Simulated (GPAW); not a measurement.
# PbF2 (Fluorocronite) (Fm-3m) in GPAW: convergence with smearing function

Aim: find how far smearing function must go before the results for PbF2 (Fluorocronite) settle, at PBE. This setting moves, with any that are tied to it; all else stays.

All numbers are computed with GPAW 26.7.0; they aren't measurements. Logs are shortened: lines on timing, memory, paths and dates and some standing lists are left out, and cuts for length are marked. The log counts tension as positive stress, the text compression.

**1. Starting point**

Symmetry: Fm-3m, No. 225, cubic system. Conventional cell: a = 5.927 Å, b = 5.927 Å, c = 5.927 Å, α = 90.00°, β = 90.00°, γ = 90.00°. Pb (site symmetry m-3m) is surrounded by 8 F at 2.57 Å. F (site symmetry -43m) is surrounded by 4 Pb at 2.57 Å.

**2. With smearing function fermi-dirac**

Contents of run.py:

```python
from ase import Atoms
from ase.dft.bandgap import bandgap
from ase.io import write
from ase.units import GPa
from gpaw import GPAW, PW

atoms = Atoms(['Pb', 'F', 'F'],
              cell=[[0.0, 2.96366, 2.96366],
                    [2.96366, 0.0, 2.96366],
                    [2.96366, 2.96366, 0.0]],
              scaled_positions=[[0.0, 0.0, 0.0],
                                [0.75, 0.75, 0.75],
                                [0.25, 0.25, 0.25]],
              pbc=True)

calc = GPAW(mode=PW(800),
            xc='PBE',
            kpts={'size': (6, 6, 6), 'gamma': True},
            occupations={'name': 'fermi-dirac', 'width': 0.1},
            nbands=25,
            convergence={'density': 1e-05, 'energy': 1e-05},
            maxiter=100,
            txt='gpaw.txt')
atoms.calc = calc
energy = atoms.get_potential_energy()
forces = atoms.get_forces()
stress = atoms.get_stress()
calc.write('gs.gpw')
write('result.traj', atoms)
print(f'Energy: {energy:.6f} eV')
print('Forces (eV/A):')
print(forces.round(4))
print('Stress (GPa):', (stress / GPa).round(3))
print('Fermi level:', round(calc.get_fermi_level(), 4), 'eV')
print(f'Gap: {bandgap(calc)[0]:.4f} eV, direct: {bandgap(calc, direct=True)[0]:.4f} eV')
```

Potentials or basis: GPAW PAW data sets (gpaw-data 1.2.1), pw.

On the command line:

```sh
$ OMP_NUM_THREADS=1 python run.py
```

gpaw.txt:

```text
__  _  _
 | _ |_)|_||  |
 |__||  | ||/\| - 26.7.0

Input parameters:
  mode=PW(ecut=800.0),
  convergence={'density': 1e-05, 'energy': 1e-05},
  kpts=MonkhorstPack(size=(6, 6, 6), gamma=True),
  maxiter=100,
  nbands=25,
  occupations=Occupations(name='fermi-dirac', width=0.1),
  xc=XC(name='PBE')

Diagonalizing LCAO Hamiltonian
Converting LCAO to pw mode

                     F

            F

       Pb

Atoms  # Å, Bohr magnetons
|   | symbol |        x |        y |        z |    initial magnetic moments |
|---|--------|----------|----------|----------|-----------------------------|
| 0 |     Pb | 0.000000 | 0.000000 | 0.000000 | ( 0.0000,  0.0000,  0.0000) |
| 1 |      F | 4.445490 | 4.445490 | 4.445490 | ( 0.0000,  0.0000,  0.0000) |
| 2 |      F | 1.481830 | 1.481830 | 1.481830 | ( 0.0000,  0.0000,  0.0000) |

Unit cell  # Å
| periodic |        x |        y |        z |  lengths |    angles |
|----------|----------|----------|----------|----------|-----------|
|      yes | 0.000000 | 2.963660 | 2.963660 | 4.191248 | 60.000000 |
|      yes | 2.963660 | 0.000000 | 2.963660 | 4.191248 | 60.000000 |
|      yes | 2.963660 | 2.963660 | 0.000000 | 4.191248 | 60.000000 |

Number of symmetries: 48
Symmetry operations  # r_c * U_cc + t_c -> r_c
|    | kind |            matrix            |
|----|------|------------------------------|
|  0 |  σ   |  1, 0, 0,  1, 0,-1,  1,-1, 0 |
|  1 |  C2  |  1, 0, 0,  1,-1, 0,  1, 0,-1 |
|  2 |  E   |  1, 0, 0,  0, 1, 0,  0, 0, 1 |
|  3 |  σ   |  1, 0, 0,  0, 0, 1,  0, 1, 0 |
|  4 |  C4  |  1, 0,-1,  1, 0, 0,  1,-1, 0 |
|  5 |  S6  |  1, 0,-1,  1,-1, 0,  1, 0, 0 |
|  6 |  σ   |  1, 0,-1,  0, 1,-1,  0, 0,-1 |
|  7 |  C3  |  1, 0,-1,  0, 0,-1,  0, 1,-1 |
|  8 |  S6  |  1,-1, 0,  1, 0, 0,  1, 0,-1 |
|  9 |  C4  |  1,-1, 0,  1, 0,-1,  1, 0, 0 |
| 10 |  C3  |  1,-1, 0,  0,-1, 1,  0,-1, 0 |
| 11 |  σ   |  1,-1, 0,  0,-1, 0,  0,-1, 1 |
| 12 |  σ   |  0, 1, 0,  1, 0, 0,  0, 0, 1 |
| 13 |  C4  |  0, 1, 0,  0, 1,-1, -1, 1, 0 |
| 14 |  C3  |  0, 1, 0,  0, 0, 1,  1, 0, 0 |
| 15 |  S6  |  0, 1, 0, -1, 1, 0,  0, 1,-1 |
| 16 |  C2  |  0, 1,-1,  1, 0,-1,  0, 0,-1 |
| 17 |  σ   |  0, 1,-1,  0, 1, 0, -1, 1, 0 |
| 18 |  S4  |  0, 1,-1,  0, 0,-1,  1, 0,-1 |
| 19 |  C4  |  0, 1,-1, -1, 1, 0,  0, 1, 0 |
| 20 |  C3  |  0, 0, 1,  1, 0, 0,  0, 1, 0 |
| 21 |  σ   |  0, 0, 1,  0, 1, 0,  1, 0, 0 |
| 22 |  S6  |  0, 0, 1,  0,-1, 1, -1, 0, 1 |
| 23 |  C4  |  0, 0, 1, -1, 0, 1,  0,-1, 1 |
| 24 |  S4  |  0, 0,-1,  1, 0,-1,  0, 1,-1 |
| 25 |  C3  |  0, 0,-1,  0, 1,-1,  1, 0,-1 |
| 26 |  C2  |  0, 0,-1,  0,-1, 0, -1, 0, 0 |
| 27 |  S6  |  0, 0,-1, -1, 0, 0,  0,-1, 0 |
| 28 |  S4  |  0,-1, 1,  1,-1, 0,  0,-1, 0 |
| 29 |  C4  |  0,-1, 1,  0, 0, 1, -1, 0, 1 |
| 30 |  C2  |  0,-1, 1,  0,-1, 0,  1,-1, 0 |
| 31 |  σ   |  0,-1, 1, -1, 0, 1,  0, 0, 1 |
| 32 |  C3  |  0,-1, 0,  1,-1, 0,  0,-1, 1 |
| 33 |  S6  |  0,-1, 0,  0, 0,-1, -1, 0, 0 |
| 34 |  S4  |  0,-1, 0,  0,-1, 1,  1,-1, 0 |
| 35 |  C2  |  0,-1, 0, -1, 0, 0,  0, 0,-1 |
| 36 |  C2  | -1, 1, 0,  0, 1, 0,  0, 1,-1 |
| 37 |  S6  | -1, 1, 0,  0, 1,-1,  0, 1, 0 |
| 38 |  S4  | -1, 1, 0, -1, 0, 1, -1, 0, 0 |
| 39 |  C3  | -1, 1, 0, -1, 0, 0, -1, 0, 1 |
| 40 |  S6  | -1, 0, 1,  0, 0, 1,  0,-1, 1 |
| 41 |  C2  | -1, 0, 1,  0,-1, 1,  0, 0, 1 |
| 42 |  C3  | -1, 0, 1, -1, 1, 0, -1, 0, 0 |
| 43 |  S4  | -1, 0, 1, -1, 0, 0, -1, 1, 0 |
| 44 |  C2  | -1, 0, 0,  0, 0,-1,  0,-1, 0 |
| 45 |  i   | -1, 0, 0,  0,-1, 0,  0, 0,-1 |
| 46 |  σ   | -1, 0, 0, -1, 1, 0, -1, 0, 1 |
| 47 |  C2  | -1, 0, 0, -1, 0, 1, -1, 1, 0 |

BZ-sampling:
  Number of BZ points: 216
  Number of IBZ points: 16

  Monkhorst-Pack size: [6, 6, 6]
  Monkhorst-Pack shift: [0.08333333333333333, 0.08333333333333333, 0.08333333333333333]

K-points  # in reciprocal-cell coordinates
|     |                                coordinates |     weight |
|-----|--------------------------------------------|------------|
|   0 | (  0.00000000,   0.00000000,   0.00000000) | 0.00462963 |
|   1 | (  0.16666667,   0.16666667,   0.00000000) | 0.02777778 |
|   2 | (  0.16666667,   0.16666667,   0.16666667) | 0.03703704 |
|   3 | (  0.33333333,   0.16666667,   0.16666667) | 0.05555556 |
|   4 | (  0.33333333,   0.33333333,  -0.33333333) | 0.05555556 |
|   5 | (  0.33333333,   0.33333333,   0.00000000) | 0.02777778 |
|   6 | (  0.33333333,   0.33333333,   0.16666667) | 0.11111111 |
|   7 | (  0.33333333,   0.33333333,   0.33333333) | 0.03703704 |
|   8 | (  0.50000000,   0.33333333,  -0.33333333) | 0.11111111 |
|   9 | (  0.50000000,   0.33333333,  -0.16666667) | 0.05555556 |
| ... |                                            |            |
|  15 | (  0.50000000,   0.50000000,   0.50000000) | 0.01851852 |

Plane wave coefficients: 2698
Cutoff: 800.0 eV

Spin-components: 1 (collinear spins)
Bands:           25
Projectors:      16
Spin-degeneracy: 2
Datatype:        complex128

Parallelization:
  kpt:    1
  domain: 1
  band:   1

Density:
  Valence electrons: 28.0
  Components: 1
  Grid points: [28 28 28]
  Charge: 0.0  # |e|

Potential:
  Grid points: [28 28 28]

species:
  Pb:
    name:    Lead
    Z:       82.0
    valence: 14
    core:    68
    charge:  0.0  # [|e|]
    compensation charges:
      type: gauss
      rc: 0.38  # [Å]
      lmax: 2
    cutoffs:
      filter: 2.36  # [Å]
      core: 2.43  # [Å]
    projectors
    | kind |    occ | energy [eV] | rcut [Å] |
    |------|--------|-------------|----------|
    |   6s |  2.000 |     -11.969 |    1.259 |
    |   6p |  2.000 |      -3.506 |    1.275 |
    |   5d | 10.000 |     -21.211 |    1.217 |
    |    s |        |      15.243 |    1.259 |
    |    p |        |      23.705 |    1.275 |
    |    d |        |       6.001 |    1.217 |

    Using partial waves for Pb as LCAO basis

  F:
    name:    Fluorine
    Z:       9.0
    valence: 7
    core:    2
    charge:  0.0  # [|e|]
    compensation charges:
      type: gauss
      rc: 0.20  # [Å]
      lmax: 2
    cutoffs:
      filter: 1.14  # [Å]
      core: 0.74  # [Å]
    projectors
    | kind |    occ | energy [eV] | rcut [Å] |
    |------|--------|-------------|----------|
    |   2s |  2.000 |     -29.898 |    0.635 |
    |   2p |  5.000 |     -11.110 |    0.635 |
    |    s |        |      -2.687 |    0.635 |
    |    p |        |      16.102 |    0.635 |
    |    d |        |       0.000 |    0.635 |

    Using partial waves for F as LCAO basis

Reference energy: -572702.624935  # eV

eigensolver:
  PPCG
  Converge bands: occupied
  niter=2

density mixing:
  MSR1-Mixer
  Pratt-step length: 0.05
  Maximum mixing coefficient: 0.75
  Old densities: 10
  SVD Regularization: 0.005
  Good broyden scale: 1.0
  Trust region scale: 1.0
  Backstep threshold: 4.0
  History deletion threshold: 6.0
  Fourier metric: weight=20.0, sigma=0.015

occupation numbers:
  Fermi-Dirac:
    width: 0.1000  # eV

poisson solver:
  ecut: 6400.0  # eV

xc functional:
  name: PBE with 2 nearest neighbor stencil

convergence criteria:
- Maximum integral of absolute [dens]ity change: 1e-05 electrons / valence electron
- Maximum [total energy] change in last 3 cyles: 1e-05 eV / valence electron
- Maximum integral of absolute [eigenst]ate change: 4e-08 eV^2 / valence electron
maximum number of iterations: 100

SCF iterations
|iter     | |      energy | eigst |  dens |
|---------|-|-------------|-------|-------|
|iter:   1| |  -16.145307 | -0.21 |       |
|iter:   2| |  -15.689941 | -1.95 | -1.08 |
|iter:   3| |  -14.474220 | -0.61 | -1.13 |
|iter:   4| |  -14.464440 | -3.05 | -1.57 |
|iter:   5| |  -14.465369 | -3.42 | -1.83 |
|iter:   6| |  -14.465497 | -5.02 | -2.83 |
|iter:   7| |  -14.465553c| -5.65 | -3.16 |
|iter:   8| |  -14.465553c| -7.53c| -4.44 |
|iter:   9| |  -14.465553c| -7.69c| -4.89 |
|iter:  10| |  -14.465553c| -8.50c| -5.69c|

Converged in 10 steps
Energy contributions relative to reference atoms: (reference = -572702.624935)

Energy contributions:
  Kinetic:          28.976575
  Coulomb:         -28.978345
  Zero:              0.050114
  External:          0.000000
  Xc:              -14.513898
  Entropy:          -0.000000
  Spinorbit:         0.000000
  ----------------------------
  Free energy:     -14.465553
  Extrapolated:    -14.465553

dipole moment: (-25.053915, -25.053915, -25.053915)  # |e|*Ang

Fermi level: 4.769
Eigenvalues  # (at kpt = [0.000, 0.000, 0.000])
| band index |      eig [eV] | occ [0-2] |
|------------|---------------|-----------|
|          0 |       -18.593 |     2.000 |
|        ... |               |           |
|          6 |       -11.845 |     2.000 |
|          7 |        -2.048 |     2.000 |
|          8 |         0.041 |     2.000 |
|          9 |         0.041 |     2.000 |
|         10 |         0.041 |     2.000 |
|         11 |         0.534 |     2.000 |
[... 8 lines left out ...]
|         20 |        20.026 |     0.000 |
|         21 |        20.026 |     0.000 |
|        ... |               |           |
|         24 |        20.155 |     0.000 |

Gap: 4.371 eV
Transition (v -> c):
  (s=0, k=8, n=13, [0.50, 0.33, -0.33]) -> (s=0, k=12, n=14, [0.50, 0.50, 0.00])
Direct/indirect transitions are different
Direct gap: 4.491 eV
Transition at: (s=0, k=12, n=13, [0.50, 0.50, 0.00])

Forces  # eV/Ang
|        x |       y |        z |
|----------|---------|----------|
|  0.00000 | 0.00000 | -0.00000 |  # Pb   0
|  0.00000 | 0.00000 | -0.00000 |  # F    1
| -0.00000 | 0.00000 | -0.00000 |  # F    2

Stress tensor  # eV/Ang^3
|         x |         y |         z |
|-----------|-----------|-----------|
| -0.008237 |  0.000000 |  0.000000 |
|  0.000000 | -0.008237 | -0.000000 |
|  0.000000 | -0.000000 | -0.008237 |

# Writing to gs.gpw (mode='')
```

stdout:

```text
Energy: -14.465553 eV
Forces (eV/A):
[[ 0.  0. -0.]
 [ 0.  0. -0.]
 [-0.  0. -0.]]
Stress (GPa): [-1.32 -1.32 -1.32 -0.    0.    0.  ]
Fermi level: 4.769 eV
Gap: 4.3708 eV, direct: 4.4910 eV
```

Run time: 18 s. Hardware: 1 thread of Arm Neoverse V2, shared host; peak memory 0.18 GiB.

What came out:

- Free energy: -14.4656 eV
- Pressure: 1.3 GPa
- Band gap on the k mesh: 4.37 eV, indirect (least direct gap 4.49 eV)

**3. With smearing function gaussian**

run.py: that of step 2 with these lines changed.

```diff
@@ -18,3 +18,3 @@
             kpts={'size': (6, 6, 6), 'gamma': True},
-            occupations={'name': 'fermi-dirac', 'width': 0.1},
+            occupations={'name': 'methfessel-paxton', 'order': 0, 'width': 0.1},
             nbands=25,
```

Potentials or basis: GPAW PAW data sets (gpaw-data 1.2.1), pw.

On the command line:

```sh
$ OMP_NUM_THREADS=1 python run.py
```

It took 18 s on 1 thread of Arm Neoverse V2, shared host; peak memory 0.18 GiB.

It converged, with:

```
Free energy            : -14.4656 eV
Pressure               : 1.3 GPa
Band gap on the k mesh : 4.37 eV, indirect (least direct gap 4.49 eV)
```

**4. With smearing function marzari-vanderbilt**

run.py: that of step 3 with these lines changed.

```diff
@@ -18,3 +18,3 @@
             kpts={'size': (6, 6, 6), 'gamma': True},
-            occupations={'name': 'methfessel-paxton', 'order': 0, 'width': 0.1},
+            occupations={'name': 'marzari-vanderbilt', 'width': 0.1},
             nbands=25,
```

On the command line:

```sh
$ OMP_NUM_THREADS=1 python run.py
```

Run time: 18 s. Hardware: 1 thread of Arm Neoverse V2, shared host; peak memory 0.18 GiB.

The run converged. Its results:

- Free energy: -14.4656 eV
- Pressure: 1.3 GPa
- Band gap on the k mesh: 4.37 eV, indirect (least direct gap 4.49 eV)

**5. With smearing function methfessel-paxton**

run.py: that of step 4 with these lines changed.

```diff
@@ -18,3 +18,3 @@
             kpts={'size': (6, 6, 6), 'gamma': True},
-            occupations={'name': 'marzari-vanderbilt', 'width': 0.1},
+            occupations={'name': 'methfessel-paxton', 'width': 0.1},
             nbands=25,
```

On the command line:

```sh
$ OMP_NUM_THREADS=1 python run.py
```

Run time: 18 s. Hardware: 1 thread of Arm Neoverse V2, shared host; peak memory 0.18 GiB.

It converged, with:

```yaml
Free_energy: -14.4656 eV
Pressure: 1.3 GPa
Band_gap_on_the_k_mesh: 4.37 eV, indirect (least direct gap 4.49 eV)
```

**6. With smearing function tetrahedron-method**

run.py: that of step 5 with these lines changed.

```diff
@@ -18,3 +18,3 @@
             kpts={'size': (6, 6, 6), 'gamma': True},
-            occupations={'name': 'methfessel-paxton', 'width': 0.1},
+            occupations={'name': 'tetrahedron-method'},
             nbands=25,
```

Potentials or basis: GPAW PAW data sets (gpaw-data 1.2.1), pw.

On the command line:

```sh
$ OMP_NUM_THREADS=1 python run.py
```

Wall time 18 s (1 thread of Arm Neoverse V2, shared host); peak memory 0.18 GiB.

It converged, with:

```yaml
Free_energy: -14.4656 eV
Pressure: 1.3 GPa
Band_gap_on_the_k_mesh: 4.37 eV, indirect (least direct gap 4.49 eV)
```

**7. With smearing function improved-tetrahedron-method**

run.py: that of step 6 with these lines changed.

```diff
@@ -18,3 +18,3 @@
             kpts={'size': (6, 6, 6), 'gamma': True},
-            occupations={'name': 'tetrahedron-method'},
+            occupations={'name': 'improved-tetrahedron-method'},
             nbands=25,
```

On the command line:

```sh
$ OMP_NUM_THREADS=1 python run.py
```

Run time: 18 s. Hardware: 1 thread of Arm Neoverse V2, shared host; peak memory 0.18 GiB.

The run converged. Its results:

- Free energy: -14.4656 eV
- Pressure: 1.3 GPa
- Band gap on the k mesh: 4.37 eV, indirect (least direct gap 4.49 eV)

**8. With smearing function fixed**

run.py: that of step 7 with these lines changed.

```diff
@@ -18,3 +18,3 @@
             kpts={'size': (6, 6, 6), 'gamma': True},
-            occupations={'name': 'improved-tetrahedron-method'},
+            occupations={'width': 0.0},
             nbands=25,
```

On the command line:

```sh
$ OMP_NUM_THREADS=1 python run.py
```

It took 18 s on 1 thread of Arm Neoverse V2, shared host; peak memory 0.18 GiB.

Results (log left out):

* Free energy: -14.4656 eV
* Pressure: 1.3 GPa
* Band gap on the k mesh: 4.37 eV, indirect (least direct gap 4.49 eV)

**9. Result**

| smearing function | energy less the tightest run, at zero smearing (meV/atom) | SCF cycles | CPU time (s) | peak memory (GiB) |
| --- | --- | --- | --- | --- |
| fermi-dirac | 0.00 | 10 | 18 | 0.18 |
| gaussian | 0.00 | 10 | 18 | 0.18 |
| marzari-vanderbilt | 0.00 | 10 | 18 | 0.18 |
| methfessel-paxton | 0.00 | 10 | 18 | 0.18 |
| tetrahedron-method | 0.00 | 10 | 18 | 0.18 |
| improved-tetrahedron-method | 0.00 | 10 | 18 | 0.18 |
| fixed | 0.00 | 10 | 18 | 0.18 |

Against the tightest run, the energy stays within 1 meV/atom from fermi-dirac on. The tightest run that finished is the yardstick and may itself not be fully converged.

Caveats: spin-orbit coupling is left out, which as a rule narrows the gap of such compounds by several tenths of an eV.
